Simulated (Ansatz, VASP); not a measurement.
# TiAl in VASP and in Ansatz

```
Ti Al
1.0
     2.76893    0.00000    0.00000
     0.00000    2.76893    0.00000
     0.00000    0.00000    3.99114
Ti Al
1 1
Direct
  0.50000 0.50000 0.50000
  0.00000 0.00000 0.00000
```

Alike in both runs: functional LDA; k mesh 12 × 12 × 8; occupations gaussian, width 0.1 eV; no spin polarisation.

Ansatz relaxed the structure, and its values are those at the end. VASP's run is a single point on that final structure, the one shown.

|  | VASP | Ansatz |
| --- | --- | --- |
| version | VASP 6.6.1 | Ansatz 0.2.0 |
| potentials or method | VASP PAW LDA potentials, release 64 (Ti_sv, Al) | scalar-relativistic, plane waves, PAW |
| plane-wave cutoff (eV) | 520 | 420 |
| valence electrons in the cell | 15 | 15 |

```tsv
	VASP	Ansatz	Ansatz less VASP
gap on the k mesh at the Fermi level (eV)	none	none	-
pressure (GPa)	0.2	0.0	-0.16
```

A gap of «none» marks a metal or a gap that the smearing closes. Ansatz warned: «pseudo_functional_mismatch».
